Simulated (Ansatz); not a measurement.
**CdS: stress in a strained cell, part 1 of 2**

Aim: deform CdS (equal xx and yy strain of -2 %) and compute stress, forces and field gradients with LAPW, PAW and all-electron datasets made for the crystal.

Program: Ansatz 0.2.0. Level of theory: DFT PBE, scalar-relativistic. These are calculated values, not measurements.

### 1 The system as given

The structure is hexagonal, space group P6_3mc (No. 186). Conventional cell: a = 4.135 Å, b = 4.135 Å, c = 6.749 Å, α = 90.00°, β = 90.00°, γ = 120.00°. Cd (site symmetry 3m) is surrounded by 4 S at 2.51 to 2.60 Å. Around S (site symmetry 3m) lie 4 Cd at 2.51 to 2.60 Å.

As a file:

```cif
data_structure
_symmetry_space_group_name_H-M 'P6_3mc'
_symmetry_Int_Tables_number 186
_cell_length_a 4.1348
_cell_length_b 4.1348
_cell_length_c 6.7490
_cell_angle_alpha 90.000
_cell_angle_beta 90.000
_cell_angle_gamma 120.000
_cell_volume 99.93
loop_
_atom_site_label
_atom_site_type_symbol
_atom_site_symmetry_multiplicity
_atom_site_Wyckoff_symbol
_atom_site_fract_x
_atom_site_fract_y
_atom_site_fract_z
_atom_site_occupancy
Cd1 Cd 2 b 0.33333 0.66667 0.00000 1
S1 S 2 b 0.33333 0.66667 0.38500 1
```

The file gives the conventional cell by its symmetry; the runs use the cell typed in the input.

Atoms are numbered in the order of the input: Cd1, Cd2, S3, S4.

### 2 After the deformation

Space group P6_3mc before, P6_3mc after.

### 3 All-electron LAPW

The input, input.yaml:

```yaml
crystal:
  lattice:
    - [4.0521032193, 0.0, 0.0]
    - [-2.0260516097, 3.5092243267, 0.0]
    - [0.0, 0.0, 6.749]
  atoms:
    - { symbol: Cd, position: [0.3333333333, 0.6666666667, 0.0] }
    - { symbol: Cd, position: [0.6666666667, 0.3333333333, 0.5] }
    - { symbol: S, position: [0.3333333333, 0.6666666667, 0.385] }
    - { symbol: S, position: [0.6666666667, 0.3333333333, 0.885] }
kpoints:
  mp_grid: { grid: [7, 7, 4] }
  band_path:
    path:
      - [0.0, 0.0, 0.0]
      - [0.5, 0.0, 0.0]
      - [0.3333333333, 0.3333333333, 0.0]
      - [0.0, 0.0, 0.0]
      - [0.0, 0.0, 0.5]
      - [0.5, 0.0, 0.5]
      - [0.3333333333, 0.3333333333, 0.5]
      - [0.0, 0.0, 0.5]
      - [0.5, 0.0, 0.5]
    npoints: 5
scf:
  occupations: { method: fermi_dirac, width: 0.01 }
hamiltonian:
  xc: pbe
  pseudopotentials: { kind: all_electron, lapw: { basis_error: 0.001 } }
output:
  forces: true
  stress: true
  eigenvalues: true
```

Run with:

```
> ansatz run input.yaml --threads 1 --pin off --max-ram 4096MiB --backend cpu --events-out ev --progress --plain --runs-dir out
```

What it wrote:

```text
LAPW: plane waves up to 8.273 Å⁻¹, error target 1.0e-3 eV per atom; small_component_spin mean_spin; S in spheres of 1.069 Å, 14 of its electrons in bands, Dirac shells []; Cd in spheres of 1.396 Å, 20 of its electrons in bands, Dirac shells []
Engine: ansatz 0.2.0
Pseudopotentials: kind: all_electron
Pseudopotential: Cd, LAPW, valence charge 20, Koelling and Harmon's equation, gaussian nucleus
Pseudopotential: S, LAPW, valence charge 14, Koelling and Harmon's equation, gaussian nucleus
Functional definition: PBE
  parameter kappa = 0.804
  parameter beta = 0.06672455060314922
  exchange = pbe_x(kappa = kappa, mu = beta*pi^2/3)
  correlation = pbe_c(beta = beta)
Crystal: 4 atoms, lattice volume = 95.969 Å³
Basis set: ecut = 260.75531132573917 eV, 929 PW (Γ), exchange–correlation at level 2
Bands: 41, of which v1, the nominal top of the filled ones, is band 34 counted from 1 (33 counted from 0)
Symmetry: 12 space group operations
Space group: P63mc (ITA 186), of the structure as read, at distance tolerance 4.6e-5 Å
k-points: 24 of 196 (time reversal used)
Non-local potential: Cd, projectors of the file, none
Non-local potential: S, projectors of the file, none
Initial density: superposition of atomic densities (chi_scale 0.1, normalization cell, long waves kept (reshape's long-wave potential 0.00 eV rms))
Initial wavefunctions: plane waves of lowest kinetic energy (no species holds an atomic orbital)
Functional: x = pbe(κ = 0.804, μ = 0.2195149727645171), c = pbe(β = 0.06672455060314922)
iter 1 solved again at ethr=4.29e-3 eV; its pass at ethr=1.00e-1 eV (dr2=2.92e0 eV) is discarded
SCF iter   1: F=—  HF=-326199.771856 eV  |F-HF|=—  |Δ(HF+E_count)|=         —  Δρ=3.92e-2  dr2=2.92e0  ethr=4.29e-3  ⟨swp⟩=2.0  Hψ=6729  notcnv=0
preconditioner: auto → Resta (q_TF=auto, 2.576 Å⁻¹)  ε∞=4.7  [insulator: Δε(μ)=1.809 eV  Ē_g=11.776 eV  σ=0.010 eV  W_gap=1.00  n_scr=22 (ndim 8)  ℏωp=22.7 eV  f_vac=0.129  D(μ)=0.00/eV (n_scr^D=0)  ε∞_Penn≈4.7]
SCF iter   2: F=—  HF=-326198.783364 eV  |F-HF|=—  |Δ(HF+E_count)|=   9.88e-1  Δρ=1.64e-2  dr2=4.77e-1  ethr=4.29e-3  ⟨swp⟩=3.0  Hψ=2912  notcnv=0
SCF iter   3: F=—  HF=-326198.693122 eV  |F-HF|=—  |Δ(HF+E_count)|=   9.02e-2  Δρ=8.22e-3  dr2=1.14e-1  ethr=7.02e-4  ⟨swp⟩=2.0  Hψ=2856  notcnv=0
iter 4 solved again at ethr=1.26e-5 eV; its pass at ethr=1.67e-4 eV (dr2=8.59e-3 eV) is discarded
SCF iter   4: F=—  HF=-326198.682462 eV  |F-HF|=—  |Δ(HF+E_count)|=         —  Δρ=2.64e-3  dr2=8.54e-3  ethr=1.26e-5  ⟨swp⟩=2.0  Hψ=5033  notcnv=0
the basis was enlarged: its passes take 150.8 KiB over the memory plan, 1 of 1 planned eigensolver slots
SCF iter   5: F=—  HF=-326198.682707 eV  |F-HF|=—  |Δ(HF+E_count)|=   2.46e-4  Δρ=8.02e-4  dr2=6.61e-4  ethr=1.26e-5  ⟨swp⟩=2.4  Hψ=2870  notcnv=0  defer=1
SCF iter   6: F=—  HF=-326198.683944 eV  |F-HF|=—  |Δ(HF+E_count)|=   1.24e-3  Δρ=2.70e-4  dr2=1.07e-4  ethr=9.73e-7  ⟨swp⟩=3.0  Hψ=3020  notcnv=0
SCF iter   7: F=—  HF=-326198.684250 eV  |F-HF|=—  |Δ(HF+E_count)|=   3.06e-4  Δρ=5.98e-5  dr2=6.45e-6  ethr=1.58e-7  ⟨swp⟩=3.0  Hψ=3146  notcnv=0
SCF iter   8: F=—  HF=-326198.684270 eV  |F-HF|=—  |Δ(HF+E_count)|=   2.03e-5  Δρ=1.95e-5  dr2=6.72e-7  ethr=9.49e-9  ⟨swp⟩=3.0  Hψ=3011  notcnv=0
SCF iter   9: F=-326198.684271 eV  HF=-326198.684271 eV  |F-HF|=1.59e-8  |Δ(HF+E_count)|=   8.07e-7  Δρ=3.27e-6  dr2=1.34e-8  ethr=9.88e-10  ⟨swp⟩=3.0  Hψ=2972  notcnv=0
SCF 1 converged in 9 iterations: F = -326198.684271 eV  dr2 = 1.34e-8
NSCF: frozen V_eff on 41 k-points
SCF converged after 9 iterations
Free energy (F): -326198.684271 eV
Harris-Foulkes:  -326198.684271 eV  (|F-HF|=1.59e-8)
Internal energy: -326198.684271 eV  (E = F + TS)
E sigma→0 (E₀):  -326198.684271 eV
Fermi energy:    8.927087 eV
--- Per-component energies (eV) ---
  E_band       = -3426.007355
  E_kinetic    = 340783.543267
  E_xc         = -9817.627295
  E_electrostatic = -657164.600243  (all electrons and nuclei)
  E_smearing   = -0.000000  (= −TS)
  E_closure    = 0.000000  (closes the sum)
  E_atoms      = -326186.558096  (free atoms, spherical and without spin; not in F)
  Σ components = -326198.684271   (vs F -326198.684271, Δ=0.00e0)
  Basis errors (estimates in eV, not in F): energy 4.5e-4 per atom: plane waves 4.1e-4 (2.4e-4 summed), levels above the bands 4.7e-272, relativity 5.0e-8, radial functions 4.1e-5, core shells 4.4e-7; eigenvalues (radial functions only) 9.9e-7; not estimated: angular momenta, meshes, grids; target (lapw.basis_error) 1.0e-3; muffin-tin radii S 1.069 Å, Cd 1.396 Å
--- Forces (eV/Å), atoms counted from 1 ---
  atom   1  Cd     0.00000000     0.00000000     0.45366595
  atom   2  Cd    -0.00000000    -0.00000000     0.45366595
  atom   3  S      0.00000000     0.00000000    -0.45368058
  atom   4  S     -0.00000000     0.00000000    -0.45368058
  max |Σ_I F_I| component: 2.93e-5 eV/Å
--- Stress (GPa, compression-positive) ---
        7.312053      -0.000000       0.000000
        0.000000       7.312053       0.000000
        0.000000       0.000000       2.261934
  P = ⅓ Tr σ = 5.6287 GPa (56.287 kbar)
--- Band table (eV; the first three rows and the last of 24) ---
  k-point 0: bands = ["-196.2648", "-196.2648", "-141.0389", "-141.0389", "-141.0389", "-141.0389", "-141.0325", "-141.0325", "-93.1211", "-93.1211", "-54.1945", "-54.1938", "-54.1925", "-54.1925", "-54.1923", "-54.1923", "-4.3389", "-3.9098", "0.3802", "0.3802", "0.4508", "0.4508", "0.4870", "0.8943", "0.8943", "0.9890", "0.9890", "1.3475", "3.8046", "7.5767", "7.5767", "8.1563", "8.2788", "8.2788", "9.5685", "11.1352", "14.7978", "14.8070", "14.8070", "15.8312", "15.8312"]
  k-point 1: bands = ["-196.2648", "-196.2648", "-141.0389", "-141.0389", "-141.0389", "-141.0389", "-141.0325", "-141.0325", "-93.1211", "-93.1211", "-54.1944", "-54.1939", "-54.1924", "-54.1924", "-54.1924", "-54.1924", "-4.2752", "-3.9710", "0.3879", "0.3879", "0.4378", "0.4378", "0.5349", "0.9104", "0.9104", "0.9775", "0.9775", "1.0781", "4.4235", "7.1746", "7.6740", "7.6740", "8.1700", "8.1700", "10.4342", "11.2069", "14.3728", "14.8722", "14.8722", "15.2857", "15.5685"]
  k-point 2: bands = ["-196.2648", "-196.2648", "-141.0389", "-141.0389", "-141.0389", "-141.0389", "-141.0325", "-141.0325", "-93.1211", "-93.1211", "-54.1942", "-54.1942", "-54.1924", "-54.1924", "-54.1924", "-54.1924", "-4.1219", "-4.1219", "0.4103", "0.4103", "0.4103", "0.4103", "0.7188", "0.7188", "0.9462", "0.9462", "0.9462", "0.9462", "5.7274", "5.7274", "7.9162", "7.9162", "7.9162", "7.9162", "11.1921", "11.1921", "14.3283", "14.3283", "15.1332", "15.1332", "15.1332"]
  k-point 23: bands = ["-196.2648", "-196.2648", "-141.0389", "-141.0389", "-141.0389", "-141.0389", "-141.0325", "-141.0325", "-93.1211", "-93.1211", "-54.1941", "-54.1941", "-54.1929", "-54.1929", "-54.1928", "-54.1928", "-3.7682", "-3.7682", "0.6223", "0.6223", "0.6645", "0.6645", "0.8537", "0.8537", "0.9341", "0.9341", "1.4934", "1.4934", "4.0812", "4.0812", "5.7639", "5.7639", "7.0271", "7.0271", "12.5827", "12.5827", "14.3663", "14.3663", "14.9163", "14.9163", "16.9964"]
```

Run time: 34 s. Hardware: 1 thread of Intel Xeon Platinum 8488C (Sapphire Rapids), shared host; peak memory 0.43 GiB.

Result: pressure 5.63 GPa; gap 1.29 eV, direct at Γ; largest force 0.454 eV/Å.

### 4 Frozen-core PAW

The input, input.yaml:

```yaml
crystal:
  lattice:
    - [4.0521032193, 0.0, 0.0]
    - [-2.0260516097, 3.5092243267, 0.0]
    - [0.0, 0.0, 6.749]
  atoms:
    - { symbol: Cd, position: [0.3333333333, 0.6666666667, 0.0] }
    - { symbol: Cd, position: [0.6666666667, 0.3333333333, 0.5] }
    - { symbol: S, position: [0.3333333333, 0.6666666667, 0.385] }
    - { symbol: S, position: [0.6666666667, 0.3333333333, 0.885] }
kpoints:
  mp_grid: { grid: [7, 7, 4] }
scf:
  occupations: { method: fermi_dirac, width: 0.01 }
hamiltonian:
  xc: pbe
  pseudopotentials: { kind: paw }
output:
  forces: true
  stress: true
  eigenvalues: true
  efg: { contact_densities: true }
```

Run with:

```
> ansatz run input.yaml --threads 1 --pin off --max-ram 4096MiB --backend cpu --events-out ev --progress --plain --runs-dir out
```

What it wrote:

```text
Cd: output.efg is read without spin–orbit coupling, which moves field gradients at and beside such atoms by some per cent and up to a factor of two; PAW files take it under magnetization.noncollinear and magnetization.spin_orbit
Engine: ansatz 0.2.0
Pseudopotentials: kind: paw
Pseudopotential: Cd, paw, valence charge 20, recommended cutoff 420 eV (normal)
Pseudopotential: S, paw, valence charge 6, recommended cutoff 420 eV (normal)
Functional definition: PBE
  parameter kappa = 0.804
  parameter beta = 0.06672455060314922
  exchange = pbe_x(kappa = kappa, mu = beta*pi^2/3)
  correlation = pbe_c(beta = beta)
Crystal: 4 atoms, lattice volume = 95.969 Å³
Basis set: ecut = 420 eV, 1883 PW (Γ), exchange–correlation on 60×60×96 points (8 copies of the dense FFT grid, shifted against one another)
Bands: 32, of which v1, the nominal top of the filled ones, is band 26 counted from 1 (25 counted from 0)
Symmetry: 12 space group operations
Space group: P63mc (ITA 186), of the structure as read, at distance tolerance 4.6e-5 Å
k-points: 24 of 196 (time reversal used)
Non-local potential: Cd, projectors of the file, l = 0: 3, l = 1: 2, l = 2: 2, l = 3: 1
Non-local potential: S, projectors of the file, l = 0: 2, l = 1: 2, l = 2: 2
PAW form: soft (Blöchl's): semilocal exchange-correlation on the pseudo side does not see the compensation charge
PAW one-centre angular grid: Cd, 590 points (default); XC on 64 Gauss nodes
PAW one-centre angular grid: S, 110 points (default); XC on 64 Gauss nodes
Initial density: superposition of atomic densities (neutral atoms: chi_scale 0, normalization atom), corrected by the library's trained network
Initial wavefunctions: pseudopotential atomic-orbital guess
Functional: x = pbe(κ = 0.804, μ = 0.2195149727645171), c = pbe(β = 0.06672455060314922)
SCF iter   1: F=—  HF=-18315.484009 eV  |F-HF|=—  |Δ(HF+E_count)|=         —  Δρ=6.36e-4  dr2=3.45e-4  ethr=1.77e-3  ⟨swp⟩=6.1  Hψ=3170  notcnv=0
preconditioner: auto → Resta (q_TF=auto, 2.463 Å⁻¹)  ε∞=4.7  [insulator: Δε(μ)=1.285 eV  Ē_g=11.826 eV  σ=0.010 eV  W_gap=1.00  n_scr=22 (ndim 8)  ℏωp=22.7 eV  f_vac=0.117  D(μ)=0.00/eV (n_scr^D=0)  ε∞_Penn≈4.7]
SCF iter   2: F=—  HF=-18315.485708 eV  |F-HF|=—  |Δ(HF+E_count)|=   1.70e-3  Δρ=2.80e-4  dr2=7.46e-5  ethr=6.64e-7  ⟨swp⟩=2.8  Hψ=1719  notcnv=0  defer=36
SCF iter   3: F=—  HF=-18315.485716 eV  |F-HF|=—  |Δ(HF+E_count)|=   7.89e-6  Δρ=1.29e-4  dr2=1.31e-5  ethr=1.43e-7  ⟨swp⟩=2.0  Hψ=939  notcnv=0  defer=13
automatic band count: iteration 3 solves 31 bands in place of 32: the levels show a gap, and the empty bands left out lie too high to hold charge; the band table lists the bands solved (type scf.n_extra_bands for more)
SCF iter   4: F=—  HF=-18315.485753 eV  |F-HF|=—  |Δ(HF+E_count)|=   3.76e-5  Δρ=3.33e-5  dr2=1.04e-6  ethr=2.51e-8  ⟨swp⟩=2.0  Hψ=1160  notcnv=0  defer=13
iter 5 did not close the SCF: its close was put off for the readings that it lacked (scf_convergence_deferred on its scf_iter line)
SCF iter   5: F=-18315.485756 eV  HF=-18315.485756 eV  |F-HF|=9.52e-8  |Δ(HF+E_count)|=   2.55e-6  Δρ=1.01e-5  dr2=7.91e-8  ethr=2.01e-9  ⟨swp⟩=2.0  Hψ=1157  notcnv=0  defer=13
SCF iter   6: F=-18315.485756 eV  HF=-18315.485756 eV  |F-HF|=1.22e-9  |Δ(HF+E_count)|=   1.16e-7  Δρ=2.63e-6  dr2=7.41e-9  ethr=1.52e-10  ⟨swp⟩=4.0  Hψ=2919  notcnv=0
SCF 1 converged in 6 iterations: F = -18315.485756 eV  dr2 = 7.41e-9
SCF converged after 6 iterations
Free energy (F): -18315.485756 eV
Harris-Foulkes:  -18315.485756 eV  (|F-HF|=1.22e-9)
Internal energy: -18315.485756 eV  (E = F + TS)
E sigma→0 (E₀):  -18315.485756 eV
Fermi energy:    8.061324 eV
--- Per-component energies (eV) ---
  E_band       = -993.381502
  E_kinetic    = 1226.115317
  E_local      = -7938.724531  (includes V_loc(G=0)·N_el)
  E_nonlocal   = 124.233896
  E_hartree    = 3652.398925
  E_xc         = -548.955229
  E_vxc        = -619.819807  (∫ρ·V_xc dr)
  E_paw        = -9367.310985  (= ΣΔE_a)
  E_vpaw       = -1089.989225  (= ΣTr[D̂ρ^β])
  E_aug_tail   = 0.000030  (compensation charges beyond the density's cutoff)
  E_ewald      = -5463.243179
  E_smearing   = -0.000000  (= −TS)
  E_closure    = -0.000000  (closes the sum)
  Σ components = -18315.485756   (vs F -18315.485756, Δ=0.00e0)
--- Forces (eV/Å), atoms counted from 1 ---
  atom   1  Cd    -0.00000000     0.00000000     0.45232236
  atom   2  Cd     0.00000000    -0.00000000     0.45232236
  atom   3  S     -0.00000000    -0.00000000    -0.45232310
  atom   4  S      0.00000000     0.00000000    -0.45232310
  max |Σ_I F_I| component: 1.48e-6 eV/Å
--- Stress (GPa, compression-positive) ---
        7.268443      -0.000000       0.000000
        0.000000       7.268443      -0.000000
        0.000000       0.000000       2.230072
  P = ⅓ Tr σ = 5.5890 GPa (55.890 kbar)
--- PAW observables at the nuclei: V_zz in 10²¹ V/m², potentials from the cell's mean, atoms counted from 1 ---
  atom   1  Cd V_zz =    +4.846718   η = 0.0000   by run symmetry: allowed
            electrostatic potential = -7704.632652 V   contact ρ = 1035904.141543 e/Å³
  atom   2  Cd V_zz =    +4.846718   η = 0.0000   by run symmetry: allowed
            electrostatic potential = -7704.632652 V   contact ρ = 1035904.141543 e/Å³
  atom   3  S  V_zz =    -0.364855   η = 0.0000   by run symmetry: allowed
            electrostatic potential = -1634.135921 V   contact ρ = 19765.979856 e/Å³
  atom   4  S  V_zz =    -0.364855   η = 0.0000   by run symmetry: allowed
            electrostatic potential = -1634.135921 V   contact ρ = 19765.979856 e/Å³
--- Band table (eV; the first three rows and the last of 24) ---
  k-point 0: bands = ["-93.9781", "-93.9781", "-55.0536", "-55.0529", "-55.0516", "-55.0516", "-55.0514", "-55.0514", "-5.2054", "-4.7764", "-0.4841", "-0.4841", "-0.4134", "-0.4134", "-0.3770", "0.0309", "0.0309", "0.1257", "0.1257", "0.4839", "2.9376", "6.7107", "6.7107", "7.2908", "7.4132", "7.4132", "8.7025", "10.2688", "13.9278", "13.9370", "13.9370"]
  k-point 1: bands = ["-93.9781", "-93.9781", "-55.0535", "-55.0530", "-55.0515", "-55.0515", "-55.0515", "-55.0515", "-5.1418", "-4.8376", "-0.4763", "-0.4763", "-0.4263", "-0.4263", "-0.3291", "0.0471", "0.0471", "0.1141", "0.1141", "0.2142", "3.5569", "6.3088", "6.8080", "6.8080", "7.3043", "7.3043", "9.5684", "10.3405", "13.5038", "14.0025", "14.0025"]
  k-point 2: bands = ["-93.9781", "-93.9781", "-55.0533", "-55.0533", "-55.0515", "-55.0515", "-55.0515", "-55.0515", "-4.9885", "-4.9885", "-0.4539", "-0.4539", "-0.4539", "-0.4539", "-0.1453", "-0.1453", "0.0829", "0.0829", "0.0829", "0.0829", "4.8612", "4.8612", "7.0504", "7.0504", "7.0504", "7.0504", "10.3258", "10.3258", "13.4606", "13.4606", "14.2638"]
  k-point 23: bands = ["-93.9781", "-93.9781", "-55.0532", "-55.0532", "-55.0520", "-55.0520", "-55.0519", "-55.0519", "-4.6349", "-4.6349", "-0.2417", "-0.2417", "-0.1993", "-0.1993", "-0.0099", "-0.0099", "0.0707", "0.0707", "0.6299", "0.6299", "3.2145", "3.2145", "4.8973", "4.8973", "6.1608", "6.1608", "11.7155", "11.7155", "13.4992", "13.4992", "14.0490"]
```

It took 4.4 s on 1 thread of Intel Xeon Platinum 8488C (Sapphire Rapids), shared host; peak memory 0.42 GiB.

Read from it: pressure 5.59 GPa; gap on the k mesh 1.29 eV; largest force 0.452 eV/Å; Vzz Cd1 4.85 (η = 0.00), S3 -0.36 (η = 0.00) (10²¹ V/m²).

(Continued in part 2 of 2.)
